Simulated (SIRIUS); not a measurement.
As: equation of state with PBE

Crystal: As.

```
As
1.0
     4.13100    0.00000    0.00000
     2.41839    3.34911    0.00000
     2.41839    1.23667    3.11243
As
2
Direct
  0.22600 0.22600 0.22600
  0.77400 0.77400 0.77400
```

| Property | Result |
| --- | --- |
| Program | SIRIUS 7.12.0 |
| Task | equation of state |
| Functional | PBE |
| Potentials or basis | all-electron FP-LAPW |
| Cutoff | 184 eV |
| Basis | apw+lo standard |
| k mesh | 7 × 7 × 7 |
| Occupations | fermi-dirac, width 0.05 eV |
| Spin | no spin polarisation |

```yaml
Equilibrium_volume: 22.57 Å³/atom
Bulk_modulus_at_fixed_shape_and_positions: 69 GPa
Pressure_derivative_of_the_bulk_modulus: "4.1 (rough: it moves with the points fitted)"
```

Energy against volume, from the lowest point:
| volume (Å³/atom) | energy (meV/atom) |
| --- | --- |
| 20.239 | 62.42 |
| 20.669 | 39.83 |
| 21.100 | 23.00 |
| 21.530 | 11.00 |
| 21.961 | 3.48 |
| 22.392 | 0.00 |
| 22.822 | 0.40 |

Wall time 6.4 min on 1 thread of AMD EPYC 7R43 64-Core Processor (Zen 3), with other jobs on the host, peak memory 0.5 GiB.

Caveat: the cell was scaled at fixed shape and fractional positions, which overstates the stiffness of a crystal with free parameters, most of all of layers and chains.
